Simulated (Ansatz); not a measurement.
Wires are cut from relaxed bulk HgTe (F-43m, 36.81 Å³/atom, gap on the mesh 0.00 eV); atoms and period are relaxed, and energies count from that bulk.

Method: Ansatz, DFT PBE, scalar-relativistic, plane waves, PAW.

Cutoff 420 eV, Gaussian smearing of 0.05 eV, energies at zero smearing, symmetry of each start kept, collinear spin where a moment is listed.

| start | atoms | k mesh | excess energy (eV per host atom) | line energy (eV/Å) | period (Å) | gap on the mesh (eV) | highest filled level or Fermi level under vacuum (eV) | size of the moment (μB per cell) |
| --- | --- | --- | --- | --- | --- | --- | --- | --- |
| [111] wire, 12 host atoms a period | 12 | 1×1×5 | 0.154 | 0.173 | 10.743 | 1.98 | 5.42 | 0.00 |
| [111] wire, 14 host atoms a period | 14 | 1×1×5 | 0.299 | 0.360 | 11.627 | 0.55 | - | 0.00 |

A dash: not computed, or not clear enough to read.

Spin-orbit coupling is left out, which matters for the bands of heavy elements. The gap is read on a mesh, which can miss the band edges, so it can be too wide.

Each run keeps its start's symmetry and one magnetic start, so lower states can exist.

Cost: 2 runs of about 93 core-minutes in all, on Intel Xeon 6975P-C (Granite Rapids) (shared hosts).